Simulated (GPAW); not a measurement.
# B in GPAW: convergence with smearing width (eV)

Input of the first run (smearing width (eV) 0.4); the others differ in this setting and in those tied to it:

The input run.py:

```python
import json
import numpy as np
import spglib
from ase import Atoms
from ase.calculators.mixing import SumCalculator
from ase.constraints import FixSymmetry
from ase.filters import FrechetCellFilter
from ase.io import write
from ase.optimize import BFGS
from ase.stress import full_3x3_to_voigt_6_stress, voigt_6_to_full_3x3_strain, voigt_6_to_full_3x3_stress
from ase.units import GPa
from dftd4.ase import DFTD4
from gpaw import GPAW, PW

atoms = Atoms(['B'],
              cell=[[2.34611, 0.0, 0.0],
                    [0.0, 2.34611, 0.0],
                    [0.0, 0.0, 1.58579]],
              scaled_positions=[[0.5, 0.5, 0.5]],
              pbc=True)

calc = GPAW(mode=PW(600),
            xc='MGGA_X_SCAN+MGGA_C_SCAN',
            kpts={'size': (7, 7, 10), 'gamma': True},
            occupations={'name': 'fermi-dirac', 'width': 0.4},
            nbands=7,
            convergence={'density': 1e-06, 'eigenstates': 1e-09},
            maxiter=150,
            symmetry={'tolerance': 0.001},
            txt='gpaw.txt')
atoms.calc = SumCalculator([calc, DFTD4(method='scan')])
atoms.set_constraint(FixSymmetry(atoms))
BFGS(FrechetCellFilter(atoms), trajectory='relax.traj', logfile='-').run(fmax=0.005, steps=40)
atoms.set_constraint()
energy = atoms.get_potential_energy()
forces = atoms.get_forces()
stress = atoms.get_stress()
calc.write('gs.gpw')
write('result.traj', atoms)
print('Cell:', atoms.cell.cellpar().round(4))
print(atoms.get_scaled_positions().round(5))

gpts = tuple(int(n) for n in calc.get_number_of_grid_points())
cell = atoms.cell[:].T
dataset = spglib.get_symmetry((atoms.cell[:], atoms.get_scaled_positions(), atoms.numbers), symprec=1e-4)
rotations = [cell @ w @ np.linalg.inv(cell) for w in dataset['rotations']]
strains, clamped, relaxed = [], [], []
for v in [0, 2, 3, 5]:
    for e in (-0.01, 0.01):
        voigt = np.zeros(6)
        voigt[v] = e
        F = voigt_6_to_full_3x3_strain(voigt)
        a = atoms.copy()
        a.set_cell(atoms.cell[:] @ F, scale_atoms=True)
        c = GPAW(mode=PW(600),
                 xc='MGGA_X_SCAN+MGGA_C_SCAN',
                 kpts={'size': (7, 7, 10), 'gamma': True},
                 occupations={'name': 'fermi-dirac', 'width': 0.4},
                 nbands=7,
                 convergence={'density': 1e-06, 'eigenstates': 1e-09},
                 maxiter=150,
                 symmetry={'tolerance': 0.001},
                 gpts=gpts,
                 txt=f'strain-{v}{e:+.3f}.txt')
        a.calc = SumCalculator([c, DFTD4(method='scan')])
        s0 = s1 = a.get_stress() - stress
        print(v, e, 'clamped', (s0 / GPa).round(3), 'relaxed', (s1 / GPa).round(3), flush=True)
        for R in rotations:  # images under the point group
            eps = R @ (F - np.eye(3)) @ R.T
            strains.append(full_3x3_to_voigt_6_stress(eps) * [1, 1, 1, 2, 2, 2])
            for s, rows in ((s0, clamped), (s1, relaxed)):
                rows.append(full_3x3_to_voigt_6_stress(R @ voigt_6_to_full_3x3_stress(s) @ R.T))

C0, C = (np.linalg.lstsq(np.array(strains), np.array(s), rcond=None)[0].T / GPa for s in (clamped, relaxed))
print('Clamped-ion Cij (GPa):')
print(C0.round(1))
print('Relaxed-ion Cij (GPa):')
print(C.round(1))
json.dump({'clamped': C0.tolist(), 'relaxed': C.tolist()}, open('elastic.json', 'w'))
```

Potentials or basis: GPAW PAW data sets (gpaw-data 1.2.1), pw.

The run is started by

```console
$ OMP_NUM_THREADS=1 python run.py
```

The cell was built by a generator and needn't be a form met in nature.

Hardware: 1 thread of AMD EPYC 7R13 Processor (Zen 3) (shared host).

Question: The values tried are 0.4, 0.25, 0.15, 0.1, 0.05, 0.02, loosest first. From which on does the energy stay within 1 meV/atom of the tightest run that finished?

Answer: From 0.05 on.

```
smearing width (eV)  energy less the tightest run, at zero smearing (meV/atom)  SCF cycles  CPU time (s)  peak memory (GiB)
                0.4                                                      -4.22          12           230               0.29
               0.25                                                      -3.68          13           180               0.29
               0.15                                                      -2.19          13           210               0.29
                0.1                                                      -1.40          13           210               0.31
               0.05                                                      -0.54          13           270                0.3
               0.02                                                       0.00          13           230               0.29
```

Narrower smearing needs a denser k mesh, so at a fixed mesh the narrowest width isn't the most accurate. The tightest run that finished is the yardstick and may itself not be fully converged.

Caveat, for the tightest run too: the k mesh is coarse (spacing up to 0.40 Å⁻¹), so the values aren't converged; the cutoff is short for stress and forces, so pressures can be off by a GPa or more; the density grid can change from cell to cell, which puts small steps into energies and stress; the PAW data sets were made with another functional, which shifts forces and pressure a little; pairwise dispersion overbinds metals, which lowers pressure and volume.
